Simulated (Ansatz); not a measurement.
Here is an Ansatz 0.2.0 calculation.

input.yaml

```yaml
crystal:
  lattice:
    - [3.9047, 0.0, 0.0]
    - [0.0, 3.9047, 0.0]
    - [0.0, 0.0, 3.9047]
  atoms:
    - { symbol: Te, position: [0.5, 0.5, 0.5] }
    - { symbol: Sn, position: [0.0, 0.0, 0.0] }
hamiltonian:
  xc: pbesol
  pseudopotentials: { kind: paw }
kpoints:
  mp_grid: { grid: [7, 7, 7] }
scf:
  occupations: { method: fermi_dirac, width: 0.05 }
output:
  forces: true
  stress: true
  eigenvalues: true
relax:
  f_tol: 0.01
  max_steps: 40
  cell: { stress_tol: 0.05 }
```

Potentials or basis: Ansatz PAW.

The run is started by

```console
$ ansatz run input.yaml --threads 2 --pin off --max-ram 5632MiB --backend cpu --events-out ev --progress --plain --runs-dir out
```

**Question.** Predict the space group after relaxing (to 0.05 Å).

**Answer.** Pm-3m (No. 221).

**Question.** Estimate the relaxed volume.

**Answer.** 27.09 Å³/atom.

Final structure:
```xyz
2
Lattice="3.7838 0.0000 0.0000 0.0000 3.7838 0.0000 0.0000 0.0000 3.7838" Properties=species:S:1:pos:R:3 pbc="T T T"
Te    1.8919    1.8919    1.8919
Sn    0.0000    0.0000    0.0000
```

Caveat: the PAW data sets come from PBE, with cores solved anew for the run's functional, which leaves a small shift of forces and pressure. The run has no spin-orbit coupling, so splittings on Te are missing.
